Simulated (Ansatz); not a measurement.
# CoO (R-3m) in Ansatz: settings compared

One crystal, CoO, is run at these levels: PBE, LDA, PBEsol; tasks: band structure.

Program: Ansatz 0.2.0. These are calculated values, not measurements. Logs are shortened: lines on timing, memory, paths and dates and some standing lists are left out, and cuts for length are marked.

### 1 The structure

The structure is trigonal, space group R-3m (No. 166). Conventional cell: a = 3.011 Å, b = 3.011 Å, c = 7.320 Å, α = 90.00°, β = 90.00°, γ = 120.00°. Co (site symmetry -3m) has 6 O at 2.12 Å as nearest neighbours. O (site symmetry -3m) is surrounded by 6 Co at 2.12 Å.

The cell is a database's computed one.

### 2 Band structure, PBE, collinear spin, ferromagnetic start

Input file input.yaml:

```yaml
crystal:
  lattice:
    - [1.5054695445, 0.8691832468, 2.4399269062]
    - [-1.5054695445, 0.8691832468, 2.4399269062]
    - [0.0, -1.7383664936, 2.4399269062]
  atoms:
    - { symbol: Co, position: [0.0, 0.0, 0.0], spin: 2.0 }
    - { symbol: O, position: [0.5, 0.5, 0.5] }
kpoints:
  mp_grid: { grid: [11, 11, 11] }
  band_path:
    path:
      - [0.0, 0.0, 0.0]
      - [0.5, 0.0, 0.0]
      - [0.5, 0.2512681158, -0.2512681158]
    npoints: 12
scf:
  occupations: { method: fermi_dirac, width: 0.05 }
hamiltonian:
  xc: pbe
  pseudopotentials: { kind: all_electron, lapw: { basis_error: 0.001 } }
magnetization:
  spin_polarized: true
output:
  forces: true
  stress: true
  eigenvalues: true
```

Potentials or basis: all-electron LAPW, scalar-relativistic.

The run is started by

```bash
> ansatz run input.yaml --threads 2 --pin off --max-ram 6144MiB --backend cpu --events-out ev --progress --plain --runs-dir out
```

Log:

```text
Warning: RAYON_NUM_THREADS=2 ignored (pool sized by the plan → 2); use --threads N
LAPW: plane waves up to 9.755 Å⁻¹, error target 1.0e-3 eV per atom; small_component_spin mean_spin; O in spheres of 0.963 Å, 8 of its electrons in bands, Dirac shells []; Co in spheres of 1.161 Å, 17 of its electrons in bands, Dirac shells [] (how accurate: hamiltonian.pseudopotentials.lapw.basis_error, Limitations)
Engine: ansatz 0.2.0, x86_64-unknown-linux-gnu
Pseudopotentials: kind: all_electron
Pseudopotential: Co, LAPW, valence charge 17, lapw/all_electron/scalar/gaussian/Co, Koelling and Harmon's equation, gaussian nucleus
Pseudopotential: O, LAPW, valence charge 8, lapw/all_electron/scalar/gaussian/O, Koelling and Harmon's equation, gaussian nucleus
Functional definition: PBE
  parameter kappa = 0.804
  parameter beta = 0.06672455060314922
  exchange = pbe_x(kappa = kappa, mu = beta*pi^2/3)
  correlation = pbe_c(beta = beta)
Crystal: 2 atoms, lattice volume = 19.156 Å³
Basis set: ecut = 362.58542416341254 eV, 307 PW (Γ), exchange–correlation at level 2
Bands: 18, of which v1, the nominal top of the filled ones, is band 13 counted from 1 (12 counted from 0)
Symmetry: 12 space group operations
Space group: R-3m (ITA 166), of the structure as read, at distance tolerance 2.7e-5 Å
Magnetic group: BNS 166.97 (UNI 1327), of the structure as read, at distance tolerance 2.7e-5 Å
k-points: 146 of 1331
Non-local potential: Co, projectors of the file, none
Non-local potential: O, projectors of the file, none
Initial density: superposition of atomic densities (chi_scale 0.1, normalization cell, long waves kept (reshape's long-wave potential 0.00 eV rms))
Starting moments: Σ|m| = 2 μB on 1 of 2 sites
Initial wavefunctions: plane waves of lowest kinetic energy (no species holds an atomic orbital)
Functional: x = pbe(κ = 0.804, μ = 0.2195149727645171), c = pbe(β = 0.06672455060314922)
iter 1 solved again at ethr=6.54e-3 eV; its pass at ethr=1.00e-1 eV (dr2=1.63e0 eV) is discarded
SCF iter   1: F=—  HF=-39965.334814 eV  |F-HF|=—  |Δ(HF+E_count)|=         —  Δρ=6.15e-2 (↑5.71e-2 ↓6.15e-2)  dr2=1.63e0  dr2_m=2.74e-1  M=3.000 μB ∫|m|=3.002 μB  β_m=0.30  ethr=6.54e-3  ⟨swp⟩=2.0  Hψ=34408  notcnv=0
Mixer restart at iter 1: flushing history
preconditioner: auto → none  [metal: Δε(μ)=0.005 eV  Ē_g=14.198 eV  σ=0.050 eV  W_gap=0.02  n_scr=8 (ndim 8)  ℏωp=32.9 eV  f_vac=0.000  D(μ)=4.20/eV (n_scr^D=64)  sad-step TF]
SCF iter   2: F=—  HF=-39964.528686 eV  |F-HF|=—  |Δ(HF+E_count)|=   8.06e-1  Δρ=3.50e-2 (↑3.50e-2 ↓3.05e-2)  dr2=3.61e-1  dr2_m=1.17e-1  M=2.989 μB ∫|m|=2.991 μB  β_m=0.46  ethr=6.53e-3  ⟨swp⟩=2.0  Hψ=15476  notcnv=0
SCF iter   3: F=—  HF=-39964.570460 eV  |F-HF|=—  |Δ(HF+E_count)|=   4.18e-2  Δρ=2.01e-2 (↑1.83e-2 ↓2.01e-2)  dr2=2.53e-1  dr2_m=1.68e-2  M=2.999 μB ∫|m|=3.007 μB  β_m=0.48  ethr=1.45e-3  ⟨swp⟩=2.0  Hψ=15768  notcnv=0
iter 4 solved again at ethr=1.82e-5 eV; its pass at ethr=1.01e-3 eV (dr2=4.55e-3 eV) is discarded
SCF iter   4: F=—  HF=-39964.507165 eV  |F-HF|=—  |Δ(HF+E_count)|=         —  Δρ=6.87e-3 (↑3.72e-3 ↓6.87e-3)  dr2=4.55e-3  dr2_m=3.70e-3  M=2.890 μB ∫|m|=2.902 μB  β_m=0.48  ethr=1.82e-5  ⟨swp⟩=2.0  Hψ=25811  notcnv=0
Mixer restart at iter 4: flushing history
the basis was enlarged: its passes take 3.5 MiB over the memory plan, 2 of 2 planned eigensolver slots
SCF iter   5: F=—  HF=-39964.514764 eV  |F-HF|=—  |Δ(HF+E_count)|=   7.60e-3  Δρ=3.87e-3 (↑3.87e-3 ↓2.91e-3)  dr2=1.07e-2  dr2_m=1.32e-4  M=2.946 μB ∫|m|=2.960 μB  β_m=0.43  ethr=1.82e-5  ⟨swp⟩=3.0  Hψ=17327  notcnv=0
SCF iter   6: F=—  HF=-39964.507015 eV  |F-HF|=—  |Δ(HF+E_count)|=   7.75e-3  Δρ=1.98e-3 (↑1.71e-3 ↓1.98e-3)  dr2=3.83e-4  dr2_m=4.72e-4  M=2.909 μB ∫|m|=2.922 μB  β_m=0.59  ethr=1.82e-5  ⟨swp⟩=2.7  Hψ=14850  notcnv=0
SCF iter   7: F=—  HF=-39964.508690 eV  |F-HF|=—  |Δ(HF+E_count)|=   1.67e-3  Δρ=7.64e-4 (↑5.63e-4 ↓7.64e-4)  dr2=5.04e-5  dr2_m=6.26e-5  M=2.904 μB ∫|m|=2.918 μB  β_m=0.68  ethr=1.53e-6  ⟨swp⟩=2.5  Hψ=14611  notcnv=0
SCF iter   8: F=—  HF=-39964.508796 eV  |F-HF|=—  |Δ(HF+E_count)|=   1.06e-4  Δρ=2.46e-4 (↑1.60e-4 ↓2.46e-4)  dr2=6.72e-6  dr2_m=5.63e-6  M=2.902 μB ∫|m|=2.916 μB  β_m=0.60  ethr=2.02e-7  ⟨swp⟩=2.5  Hψ=14554  notcnv=0
SCF iter   9: F=—  HF=-39964.508800 eV  |F-HF|=—  |Δ(HF+E_count)|=   4.17e-6  Δρ=2.77e-5 (↑2.24e-5 ↓2.77e-5)  dr2=4.25e-8  dr2_m=8.70e-8  M=2.902 μB ∫|m|=2.916 μB  β_m=0.80  ethr=2.69e-8  ⟨swp⟩=3.0  Hψ=15190  notcnv=0
SCF iter  10: F=—  HF=-39964.508801 eV  |F-HF|=—  |Δ(HF+E_count)|=   1.07e-6  Δρ=1.94e-5 (↑7.72e-6 ↓1.94e-5)  dr2=2.86e-8  dr2_m=2.14e-8  M=2.901 μB ∫|m|=2.916 μB  β_m=0.90  ethr=1.70e-10  ⟨swp⟩=3.0  Hψ=15835  notcnv=0
SCF iter  11: F=—  HF=-39964.508803 eV  |F-HF|=—  |Δ(HF+E_count)|=   1.52e-6  Δρ=1.29e-5 (↑4.12e-6 ↓1.29e-5)  dr2=1.36e-8  dr2_m=8.57e-9  M=2.901 μB ∫|m|=2.916 μB  β_m=0.95  ethr=1.14e-10  ⟨swp⟩=3.0  Hψ=17185  notcnv=0
SCF iter  12: F=—  HF=-39964.508804 eV  |F-HF|=—  |Δ(HF+E_count)|=   1.25e-6  Δρ=9.41e-6 (↑9.29e-6 ↓9.41e-6)  dr2=3.74e-8  dr2_m=7.02e-9  M=2.902 μB ∫|m|=2.916 μB  β_m=0.97  ethr=5.43e-11  ⟨swp⟩=3.1  Hψ=17849  notcnv=0
SCF iter  13: F=—  HF=-39964.508804 eV  |F-HF|=—  |Δ(HF+E_count)|=   2.32e-8  Δρ=1.82e-6 (↑1.50e-6 ↓1.82e-6)  dr2=6.91e-10  dr2_m=3.47e-10  M=2.901 μB ∫|m|=2.916 μB  β_m=0.99  ethr=5.43e-11  ⟨swp⟩=3.0  Hψ=16210  notcnv=0
SCF iter  14: F=-39964.508804 eV  HF=-39964.508804 eV  |F-HF|=4.37e-11  |Δ(HF+E_count)|=  2.91e-11  Δρ=3.64e-7 (↑2.02e-7 ↓3.64e-7)  dr2=3.85e-11  dr2_m=7.44e-12  M=2.901 μB ∫|m|=2.916 μB  ethr=5.79e-12 (applied; sched 2.76e-12)  ⟨swp⟩=2.1  Hψ=14351  notcnv=0
SCF 1 converged in 14 iterations: F = -39964.508804 eV  dr2 = 3.85e-11
NSCF: frozen V_eff on 25 k-points
SCF converged after 14 iterations
Magnetization: 2.9015 μB (13.9507 up, 11.0493 down)
Absolute magnetization: 2.9161 μB (∫|ρ↑−ρ↓|)
Spin contamination: 0.0085 ħ² per cell (⟨S²⟩ above its minimum at these occupations)
Per-site moments (μB) at R_I (Å): [(2.5712858527380806, 1.160516233221958), (0.3107603612976959, 0.9632136833316166)]
Free energy (F): -39964.508804 eV
Harris-Foulkes:  -39964.508804 eV  (|F-HF|=4.37e-11)
Internal energy: -39964.474985 eV  (E = F + TS)
E sigma→0 (E₀):  -39964.491894 eV
Entropy (-TS):   -0.033819 eV (-16.910 meV/atom)
Fermi energy:    14.308281 eV
--- Per-component energies (eV) ---
  E_band       = -1280.539395
  E_kinetic    = 40525.043730
  E_xc         = -1857.676564
  E_electrostatic = -78631.842151  (all electrons and nuclei)
  E_smearing   = -0.033819  (= −TS)
  E_closure    = 0.000000  (closes the sum)
  E_atoms      = -39950.192766  (free atoms, spherical and without spin; not in F)
  Σ components = -39964.508804   (vs F -39964.508804, Δ=0.00e0)
  Basis errors (estimates in eV, not in F): energy 3.7e-4 per atom: plane waves 3.3e-4 (1.8e-4 summed), levels above the bands 3.4e-138, relativity 4.7e-8, radial functions 4.0e-5, core shells 7.8e-9; eigenvalues (radial functions only) 8.8e-7; not estimated: angular momenta, meshes, grids; target (lapw.basis_error) 1.0e-3; muffin-tin radii O 0.963 Å, Co 1.161 Å
--- Forces (eV/Å), atoms counted from 1 ---
  atom   1  Co    -0.00000000     0.00000000    -0.00000000
  atom   2  O     -0.00000000     0.00000000    -0.00000000
  max |Σ_I F_I| component: 2.37e-30 eV/Å
--- Stress (GPa, compression-positive) ---
        0.047521       0.000000      -0.000000
        0.000000       0.047521      -0.000000
       -0.000000      -0.000000      -0.427317
  P = ⅓ Tr σ = -0.1108 GPa (-1.108 kbar)
--- Band table (eV; the first three rows and the last of 292) ---
  k-point 0 ↑: bands = ["-492.4431", "-82.5627", "-45.8253", "-45.8253", "-45.8035", "-6.0050", "11.0131", "11.0131", "11.0938", "11.0938", "11.1429", "11.2143", "11.2143", "11.2739", "15.2805", "31.0731", "32.3248", "32.3248"]
  k-point 1 ↑: bands = ["-492.4431", "-82.5624", "-45.8280", "-45.8257", "-45.8042", "-5.9184", "10.2185", "10.2274", "10.2553", "11.2535", "11.2892", "11.5586", "11.9402", "11.9659", "15.8615", "29.4390", "32.0454", "32.2201"]
  k-point 2 ↑: bands = ["-492.4431", "-82.5616", "-45.8357", "-45.8267", "-45.8059", "-5.6767", "8.9486", "9.4736", "9.5133", "11.4069", "11.4455", "11.7784", "12.7818", "12.7965", "17.0622", "27.2630", "30.9747", "31.1089"]
  k-point 145 ↓: bands = ["-492.1781", "-79.5056", "-42.8787", "-42.8490", "-42.8471", "-4.1853", "6.7587", "9.4584", "9.5770", "14.1621", "14.1869", "14.4547", "16.7172", "17.0355", "20.1392", "24.4461", "27.4775", "28.3733"]
```

Wall time 32 s (2 threads of Intel Xeon Platinum 8488C (Sapphire Rapids), shared host); peak memory 0.7 GiB.

Results:

```
Free energy             : -39964.5088 eV
Pressure                : -0.1 GPa
Band gap along the path : none (metal or under the smearing width)
Net moment              : 2.90 μB per cell
Absolute moment         : 2.92 μB per cell
Site moments            : Co +2.57; O +0.31 μB
```

Levels at the corners of the path, in eV from the Fermi level:
Spin up:
| point | band 12 | band 13 | band 14 | band 15 | band 16 | band 17 |
| --- | --- | --- | --- | --- | --- | --- |
| Γ | -3.09 | -3.09 | -3.03 | 0.97 | 16.76 | 18.02 |
| L | -1.80 | 0.10 | 0.11 | 5.03 | 9.33 | 13.40 |
| B1 | -2.27 | -2.04 | -1.36 | 8.10 | 9.95 | 10.03 |
Spin down:
| point | band 7 | band 8 | band 9 | band 10 | band 11 | band 12 | band 13 | band 14 | band 15 | band 16 |
| --- | --- | --- | --- | --- | --- | --- | --- | --- | --- | --- |
| Γ | -2.68 | -2.68 | -2.62 | -1.13 | -1.13 | -1.11 | 0.11 | 0.11 | 1.51 | 16.66 |
| L | -7.72 | -4.73 | -4.68 | -0.14 | -0.13 | 0.18 | 2.76 | 2.78 | 5.32 | 10.12 |
| B1 | -5.71 | -5.70 | -5.11 | -0.40 | -0.39 | 0.13 | 0.96 | 1.69 | 9.00 | 10.46 |

Caveat: a cell with one magnetic atom can't hold antiferromagnetic order, which such compounds often take; semilocal functionals often make such compounds metallic where correlation or magnetic order opens a gap, which also shifts bond lengths.

### 3 Band structure, LDA, collinear spin, ferromagnetic start

Changes to input.yaml since step 2:

```diff
@@ -19,3 +19,3 @@
 hamiltonian:
-  xc: pbe
+  xc: lda
   pseudopotentials: { kind: all_electron, lapw: { basis_error: 0.001 } }
```

Potentials or basis: all-electron LAPW, scalar-relativistic.

The run is started by

```bash
> ansatz run input.yaml --threads 2 --pin off --max-ram 6144MiB --backend cpu --events-out ev --progress --plain --runs-dir out
```

Wall time 26 s (2 threads of Intel Xeon Platinum 8488C (Sapphire Rapids), shared host); peak memory 0.69 GiB.

Results (log left out):

```
Free energy             : -39888.8434 eV
Pressure                : -17.9 GPa
Band gap along the path : none (metal or under the smearing width)
Net moment              : 2.85 μB per cell
Absolute moment         : 2.86 μB per cell
Site moments            : Co +2.49; O +0.33 μB
```

Stress tensor (GPa, compression positive):
```
-17.87   0.00   0.00
  0.00 -17.87   0.00
  0.00   0.00 -18.07
```

Levels at the corners of the path, in eV from the Fermi level:
Spin up:
```csv
point,band 11,band 12,band 13,band 14,band 15,band 16,band 17,band 18
Γ,-3.13,-3.11,-3.11,-3.09,0.86,16.51,17.79,17.79
L,-2.33,-1.83,0.15,0.16,4.82,9.07,13.12,13.22
B1,-2.33,-2.32,-2.05,-1.25,7.84,9.70,9.78,12.49
```
Spin down:
```csv
point,band 8,band 9,band 10,band 11,band 12,band 13,band 14,band 15
Γ,-2.82,-2.76,-1.13,-1.13,-1.10,-0.40,-0.40,1.42
L,-4.96,-4.91,-0.13,-0.11,0.19,2.36,2.38,5.20
B1,-5.83,-5.32,-0.39,-0.38,0.18,0.47,1.22,8.66
```

Caveat: a cell with one magnetic atom can't hold antiferromagnetic order, which such compounds often take; semilocal functionals often make such compounds metallic where correlation or magnetic order opens a gap, which also shifts bond lengths.

### 4 Band structure, PBEsol, collinear spin, ferromagnetic start

Changes to input.yaml since step 3:

```diff
@@ -19,3 +19,3 @@
 hamiltonian:
-  xc: lda
+  xc: pbesol
   pseudopotentials: { kind: all_electron, lapw: { basis_error: 0.001 } }
```

Potentials or basis: all-electron LAPW, scalar-relativistic.

The run is started by

```bash
> ansatz run input.yaml --threads 2 --pin off --max-ram 6144MiB --backend cpu --events-out ev --progress --plain --runs-dir out
```

Log:

```text
Warning: RAYON_NUM_THREADS=2 ignored (pool sized by the plan → 2); use --threads N
LAPW: plane waves up to 9.753 Å⁻¹, error target 1.0e-3 eV per atom; small_component_spin mean_spin; O in spheres of 0.963 Å, 8 of its electrons in bands, Dirac shells []; Co in spheres of 1.161 Å, 17 of its electrons in bands, Dirac shells [] (how accurate: hamiltonian.pseudopotentials.lapw.basis_error, Limitations)
[... 4 set-up lines as earlier in the session ...]
Functional definition: PBEsol
  exchange = pbesol_x
  correlation = pbesol_c
Crystal: 2 atoms, lattice volume = 19.156 Å³
[... 52 lines left out ...]
--- Forces (eV/Å), atoms counted from 1 ---
  atom   1  Co    -0.00000000     0.00000000     0.00000000
  atom   2  O     -0.00000000     0.00000000     0.00000000
  max |Σ_I F_I| component: 3.94e-30 eV/Å
--- Stress (GPa, compression-positive) ---
       -9.062625       0.000000      -0.000000
        0.000000      -9.062625      -0.000000
       -0.000000      -0.000000      -9.420972
  P = ⅓ Tr σ = -9.1821 GPa (-91.821 kbar)
--- Band table (eV; the first three rows and the last of 292) ---
  k-point 0 ↑: bands = ["-490.8757", "-82.4033", "-45.8001", "-45.8001", "-45.7900", "-6.1285", "10.8977", "10.8977", "10.9004", "10.9004", "10.9493", "11.0411", "11.0411", "11.0813", "15.0376", "30.6961", "32.0135", "32.0135"]
  k-point 1 ↑: bands = ["-490.8757", "-82.4030", "-45.8029", "-45.8005", "-45.7907", "-6.0401", "10.0306", "10.0564", "10.0912", "11.0869", "11.1097", "11.3801", "11.7884", "11.8104", "15.6223", "29.0997", "31.7376", "31.9083"]
  k-point 2 ↑: bands = ["-490.8757", "-82.4022", "-45.8110", "-45.8016", "-45.7922", "-5.7935", "8.7366", "9.3055", "9.3444", "11.2423", "11.2673", "11.6016", "12.6382", "12.6501", "16.8230", "26.9439", "30.6733", "30.8054"]
  k-point 145 ↓: bands = ["-490.5797", "-79.3722", "-42.8851", "-42.8498", "-42.8478", "-4.2300", "6.5555", "9.2724", "9.3895", "14.0707", "14.1026", "14.3884", "16.4763", "16.7991", "19.8669", "24.2296", "27.1814", "28.0707"]
```

bands.tsv:

```text
[... 33 lines left out ...]
2.327656	-505.100816	-96.623363	-60.050220	-60.046639	-60.035185	-18.941240	-6.400665	-6.390244	-6.246149	-2.563226	-2.369348	-2.367494	-2.123369	-1.406291	7.928914	9.738148	9.819789	12.521361	-504.804781	-93.596175	-57.095250	-57.095239	-57.083000	-18.332520	-5.814496	-5.804175	-5.211995	-0.400864	-0.390766	0.156601	0.755168	1.490197	8.836658	10.305112	10.389978	13.149885
```

Run time: 28 s. Hardware: 2 threads of Intel Xeon Platinum 8488C (Sapphire Rapids), shared host; peak memory 0.7 GiB.

What came out:

| Quantity | Value |
| --- | --- |
| Free energy | -39924.6751 eV |
| Pressure | -9.2 GPa |
| Band gap along the path | none (metal or under the smearing width) |
| Net moment | 2.94 μB per cell |
| Absolute moment | 2.95 μB per cell |
| Site moments | Co +2.58; O +0.33 μB |

Levels at the corners of the path, in eV from the Fermi level:
Spin up:
```
point  band 11  band 12  band 13  band 14  band 15  band 16  band 17  band 18
    Γ    -3.28    -3.18    -3.18    -3.14     0.81    16.47    17.79    17.79
    L    -2.40    -1.88     0.06     0.07     4.80     9.17    13.18    13.28
   B1    -2.37    -2.37    -2.12    -1.41     7.93     9.74     9.82    12.52
```
Spin down:
```
point  band 7  band 8  band 9  band 10  band 11  band 12  band 13  band 14  band 15  band 16
    Γ   -2.73   -2.73   -2.67    -1.15    -1.15    -1.12    -0.11    -0.11     1.37    16.41
    L   -7.84   -4.83   -4.79    -0.14    -0.11     0.19     2.61     2.63     5.12     9.99
   B1   -5.81   -5.80   -5.21    -0.40    -0.39     0.16     0.76     1.49     8.84    10.31
```

Caveat: a cell with one magnetic atom can't hold antiferromagnetic order, which such compounds often take; semilocal functionals often make such compounds metallic where correlation or magnetic order opens a gap, which also shifts bond lengths.

### 5 Overview

| level | cutoff (eV) | pressure (GPa) | moment (μB) |
| --- | --- | --- | --- |
| PBE | 363 | -0.1 | 2.90 |
| LDA | 362 | -17.9 | 2.85 |
| PBEsol | 362 | -9.2 | 2.94 |

Alike in all rows: task band structure; potentials or basis all-electron LAPW, scalar-relativistic; spin collinear, ferromagnetic start; cell as given; k mesh 11 × 11 × 11; smearing fermi-dirac 0.05 eV; basis error allowed 0.001 eV/atom.

The pressure there spans -17.9 GPa (LDA) to -0.1 GPa (PBE); a positive pressure means that this level wants a larger cell, a negative one a smaller.

Caveats: a cell with one magnetic atom can't hold antiferromagnetic order, which such compounds often take; semilocal functionals often make such compounds metallic where correlation or magnetic order opens a gap, which also shifts bond lengths.

Compare energies only between runs with the same functional and basis.
